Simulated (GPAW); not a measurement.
# CdS (Hawleyite) (F-43m) in GPAW: equation of state

How stiff is CdS (Hawleyite) in PBE, and what volume does it want? The cell is scaled to several volumes.

Program: GPAW 26.7.0. These are calculated values, not measurements. Logs are shortened: lines on timing, memory, paths and dates and some standing lists are left out, and cuts for length are marked. The log counts tension as positive stress, the text compression.

## 1. The crystal as given

Symmetry: F-43m, No. 216, cubic system. Conventional cell: a = 5.833 Å, b = 5.833 Å, c = 5.833 Å, α = 90.00°, β = 90.00°, γ = 90.00°. Cd (site symmetry -43m) is surrounded by 4 S at 2.53 Å. Around S (site symmetry -43m) lie 4 Cd at 2.53 Å.

## 2. Equation of state, PBE

run.py

```python
from ase.eos import EquationOfState
from ase.io import Trajectory, read
from ase.units import GPa
from gpaw import GPAW, PW

atoms = read('CdS.xyz')

traj = Trajectory('eos.traj', 'w')
volumes, energies = [], []
for x in [0.94, 0.96, 0.98, 1.0, 1.02, 1.04, 1.06]:
    a = atoms.copy()
    a.set_cell(atoms.cell * x**(1 / 3), scale_atoms=True)
    calc = GPAW(mode=PW(600),
                xc='PBE',
                kpts={'size': (8, 8, 8), 'gamma': True},
                occupations={'name': 'fermi-dirac', 'width': 0.05},
                nbands=18,
                convergence={'density': 1e-05, 'energy': 1e-05},
                maxiter=150,
                txt=f'eos-{x:.2f}.txt')
    a.calc = calc
    energies.append(a.get_potential_energy(force_consistent=True))
    volumes.append(a.get_volume())
    p = -a.get_stress()[:3].mean() / GPa
    calc.write(f'eos-{x:.2f}.gpw')
    traj.write(a)
    print(f'{x:.2f} {volumes[-1]:10.4f} A^3 {energies[-1]:14.6f} eV {p:9.3f} GPa', flush=True)

v0, e0, B = EquationOfState(volumes, energies, eos='birchmurnaghan').fit()
print(f'V0 = {v0:.4f} A^3, E0 = {e0:.6f} eV, B0 = {B / GPa:.2f} GPa')
```

CdS.xyz

```xyz
2
Lattice="0.0000000000 2.9165000000 2.9165000000 2.9165000000 0.0000000000 2.9165000000 2.9165000000 2.9165000000 0.0000000000" Properties=species:S:1:pos:R:3 pbc="T T T"
Cd     0.0000000000      0.0000000000      0.0000000000
S      4.3747500000      4.3747500000      4.3747500000
```

Potentials or basis: GPAW PAW data sets (gpaw-data 1.2.1), pw.

Command:

```
> OMP_NUM_THREADS=1 python run.py
```

Log:

```text
__  _  _
 | _ |_)|_||  |
 |__||  | ||/\| - 26.7.0

Input parameters:
  mode=PW(ecut=600.0),
  convergence={'density': 1e-05, 'energy': 1e-05},
  kpts=MonkhorstPack(size=(8, 8, 8), gamma=True),
  maxiter=150,
  nbands=18,
  occupations=Occupations(name='fermi-dirac', width=0.05),
  xc=XC(name='PBE')

Diagonalizing LCAO Hamiltonian
Converting LCAO to pw mode

                    S

       Cd

Atoms  # Å, Bohr magnetons
|   | symbol |        x |        y |        z |    initial magnetic moments |
|---|--------|----------|----------|----------|-----------------------------|
| 0 |     Cd | 0.000000 | 0.000000 | 0.000000 | ( 0.0000,  0.0000,  0.0000) |
| 1 |      S | 4.285444 | 4.285444 | 4.285444 | ( 0.0000,  0.0000,  0.0000) |

Unit cell  # Å
| periodic |        x |        y |        z |  lengths |    angles |
|----------|----------|----------|----------|----------|-----------|
|      yes | 0.000000 | 2.856963 | 2.856963 | 4.040356 | 60.000000 |
|      yes | 2.856963 | 0.000000 | 2.856963 | 4.040356 | 60.000000 |
|      yes | 2.856963 | 2.856963 | 0.000000 | 4.040356 | 60.000000 |

Number of symmetries: 24
Symmetry operations  # r_c * U_cc + t_c -> r_c
|    | kind |            matrix            |
|----|------|------------------------------|
|  0 |  E   |  1, 0, 0,  0, 1, 0,  0, 0, 1 |
|  1 |  σ   |  1, 0, 0,  0, 0, 1,  0, 1, 0 |
|  2 |  σ   |  1, 0,-1,  0, 1,-1,  0, 0,-1 |
|  3 |  C3  |  1, 0,-1,  0, 0,-1,  0, 1,-1 |
|  4 |  C3  |  1,-1, 0,  0,-1, 1,  0,-1, 0 |
|  5 |  σ   |  1,-1, 0,  0,-1, 0,  0,-1, 1 |
|  6 |  σ   |  0, 1, 0,  1, 0, 0,  0, 0, 1 |
|  7 |  C3  |  0, 1, 0,  0, 0, 1,  1, 0, 0 |
|  8 |  C2  |  0, 1,-1,  1, 0,-1,  0, 0,-1 |
|  9 |  S4  |  0, 1,-1,  0, 0,-1,  1, 0,-1 |
| 10 |  C3  |  0, 0, 1,  1, 0, 0,  0, 1, 0 |
| 11 |  σ   |  0, 0, 1,  0, 1, 0,  1, 0, 0 |
| 12 |  S4  |  0, 0,-1,  1, 0,-1,  0, 1,-1 |
| 13 |  C3  |  0, 0,-1,  0, 1,-1,  1, 0,-1 |
| 14 |  S4  |  0,-1, 1,  1,-1, 0,  0,-1, 0 |
| 15 |  C2  |  0,-1, 1,  0,-1, 0,  1,-1, 0 |
| 16 |  C3  |  0,-1, 0,  1,-1, 0,  0,-1, 1 |
| 17 |  S4  |  0,-1, 0,  0,-1, 1,  1,-1, 0 |
| 18 |  S4  | -1, 1, 0, -1, 0, 1, -1, 0, 0 |
| 19 |  C3  | -1, 1, 0, -1, 0, 0, -1, 0, 1 |
| 20 |  C3  | -1, 0, 1, -1, 1, 0, -1, 0, 0 |
| 21 |  S4  | -1, 0, 1, -1, 0, 0, -1, 1, 0 |
| 22 |  σ   | -1, 0, 0, -1, 1, 0, -1, 0, 1 |
| 23 |  C2  | -1, 0, 0, -1, 0, 1, -1, 1, 0 |

BZ-sampling:
  Number of BZ points: 512
  Number of IBZ points: 29

  Monkhorst-Pack size: [8, 8, 8]
  Monkhorst-Pack shift: [0.0625, 0.0625, 0.0625]

K-points  # in reciprocal-cell coordinates
|     |                                coordinates |     weight |
|-----|--------------------------------------------|------------|
|   0 | (  0.00000000,   0.00000000,   0.00000000) | 0.00195312 |
|   1 | (  0.12500000,   0.12500000,   0.00000000) | 0.01171875 |
|   2 | (  0.12500000,   0.12500000,   0.12500000) | 0.01562500 |
|   3 | (  0.25000000,   0.12500000,   0.12500000) | 0.02343750 |
|   4 | (  0.25000000,   0.25000000,   0.00000000) | 0.01171875 |
|   5 | (  0.25000000,   0.25000000,   0.12500000) | 0.04687500 |
|   6 | (  0.25000000,   0.25000000,   0.25000000) | 0.01562500 |
|   7 | (  0.37500000,   0.25000000,  -0.37500000) | 0.04687500 |
|   8 | (  0.37500000,   0.25000000,   0.12500000) | 0.04687500 |
|   9 | (  0.37500000,   0.25000000,   0.25000000) | 0.04687500 |
| ... |                                            |            |
|  28 | (  0.50000000,   0.50000000,   0.50000000) | 0.00781250 |

Plane wave coefficients: 1588
Cutoff: 600.0 eV

Spin-components: 1 (collinear spins)
Bands:           18
Projectors:      11
Spin-degeneracy: 2
Datatype:        complex128

Density:
  Valence electrons: 18.0
  Components: 1
  Grid points: [24 24 24]
  Charge: 0.0  # |e|

Potential:
  Grid points: [24 24 24]

species:
  Cd:
    name:    Cadmium
    Z:       48.0
    valence: 12
    core:    36
    charge:  0.0  # [|e|]
    compensation charges:
      type: gauss
      rc: 0.38  # [Å]
      lmax: 2
    cutoffs:
      filter: 2.12  # [Å]
      core: 2.62  # [Å]
    projectors
    | kind |    occ | energy [eV] | rcut [Å] |
    |------|--------|-------------|----------|
    |   5s |  2.000 |      -5.655 |    1.191 |
    |   5p |  0.000 |      -1.186 |    1.228 |
    |   4d | 10.000 |     -11.739 |    1.164 |
    |    s |        |      21.556 |    1.191 |
    |    p |        |      26.026 |    1.228 |
    |    d |        |      15.473 |    1.164 |

    Using partial waves for Cd as LCAO basis

  S:
    name:    Sulfur
    Z:       16.0
    valence: 6
    core:    10
    charge:  0.0  # [|e|]
    compensation charges:
      type: gauss
      rc: 0.24  # [Å]
      lmax: 2
    cutoffs:
      filter: 1.77  # [Å]
      core: 1.66  # [Å]
    projectors
    | kind |    occ | energy [eV] | rcut [Å] |
    |------|--------|-------------|----------|
    |   3s |  2.000 |     -17.254 |    0.974 |
    |   3p |  4.000 |      -7.008 |    0.979 |
    |    s |        |       9.957 |    0.974 |
    |    p |        |      20.203 |    0.979 |
    |    d |        |       0.000 |    0.900 |

    Using partial waves for S as LCAO basis

Reference energy: -163030.738234  # eV

eigensolver:
  PPCG
  Converge bands: occupied
  niter=2

density mixing:
  MSR1-Mixer
  Pratt-step length: 0.05
  Maximum mixing coefficient: 0.75
  Old densities: 10
  SVD Regularization: 0.005
  Good broyden scale: 1.0
  Trust region scale: 1.0
  Backstep threshold: 4.0
  History deletion threshold: 6.0
  Fourier metric: weight=20.0, sigma=0.015

occupation numbers:
  Fermi-Dirac:
    width: 0.0500  # eV

poisson solver:
  ecut: 4800.0  # eV

xc functional:
  name: PBE with 2 nearest neighbor stencil

convergence criteria:
- Maximum integral of absolute [dens]ity change: 1e-05 electrons / valence electron
- Maximum [total energy] change in last 3 cyles: 1e-05 eV / valence electron
- Maximum integral of absolute [eigenst]ate change: 4e-08 eV^2 / valence electron
maximum number of iterations: 150

SCF iterations
|iter     | |      energy | eigst |  dens |
|---------|-|-------------|-------|-------|
|iter:   1| |   -6.742014 | -0.31 |       |
|iter:   2| |   -6.633218 | -2.12 | -1.13 |
|iter:   3| |   -6.241914 | -1.54 | -1.17 |
|iter:   4| |   -6.239748 | -3.32 | -1.74 |
|iter:   5| |   -6.239400 | -3.77 | -2.17 |
|iter:   6| |   -6.239448 | -5.10 | -2.86 |
|iter:   7| |   -6.239454c| -6.40 | -3.50 |
|iter:   8| |   -6.239454c| -8.00c| -4.60 |
|iter:   9| |   -6.239454c| -8.25c| -5.16c|

Converged in 9 steps
Energy contributions relative to reference atoms: (reference = -163030.738234)

Energy contributions:
  Kinetic:          23.620059
  Coulomb:         -20.819066
  Zero:              0.137153
  External:          0.000000
  Xc:               -9.177599
  Entropy:          -0.000000
  Spinorbit:         0.000000
  ----------------------------
  Free energy:      -6.239454
  Extrapolated:     -6.239454

dipole moment: (-16.006208, -16.006208, -16.006208)  # |e|*Ang

Fermi level: 4.965
Eigenvalues  # (at kpt = [0.000, 0.000, 0.000])
| band index |      eig [eV] | occ [0-2] |
|------------|---------------|-----------|
|          0 |        -8.489 |     2.000 |
|          1 |        -3.641 |     2.000 |
|          2 |        -3.641 |     2.000 |
|          3 |        -3.641 |     2.000 |
|          4 |        -3.064 |     2.000 |
|          5 |        -3.064 |     2.000 |
|          6 |         4.303 |     2.000 |
|          7 |         4.303 |     2.000 |
|          8 |         4.303 |     2.000 |
|          9 |         5.556 |     0.000 |
|         10 |        10.764 |     0.000 |
|         11 |        10.764 |     0.000 |
|         12 |        10.764 |     0.000 |
|         13 |        15.753 |     0.000 |
|         14 |        15.753 |     0.000 |
|         15 |        16.082 |     0.000 |
|         16 |        17.747 |     0.000 |
|         17 |        17.747 |     0.000 |

Gap: 1.253 eV
Transition (v -> c):
  (s=0, k=0, n=8, [0.00, 0.00, 0.00]) -> (s=0, k=0, n=9, [0.00, 0.00, 0.00])
No difference between direct/indirect transitions

Stress tensor  # eV/Ang^3
|         x |         y |         z |
|-----------|-----------|-----------|
| -0.045317 |  0.000000 |  0.000000 |
|  0.000000 | -0.045317 |  0.000000 |
|  0.000000 |  0.000000 | -0.045317 |

# Writing to eos-0.94.gpw (mode='')
```

It took 1.9 min on 1 thread of Arm Neoverse V1, shared host; peak memory 0.26 GiB.

Results:

| Quantity | Value |
| --- | --- |
| Equilibrium volume | 25.93 Å³/atom |
| Bulk modulus | 54 GPa |
| Pressure derivative of the bulk modulus | 4.6 |

Energy against volume, from the lowest point:
```csv
volume (Å³/atom),energy (meV/atom)
23.319,53.79
23.815,33.89
24.312,19.05
24.808,8.76
25.304,2.55
25.800,0.00
26.296,0.76
```

PBE usually gives volumes a little too large and moduli too small. Zero-point motion and thermal expansion aren't in these numbers.
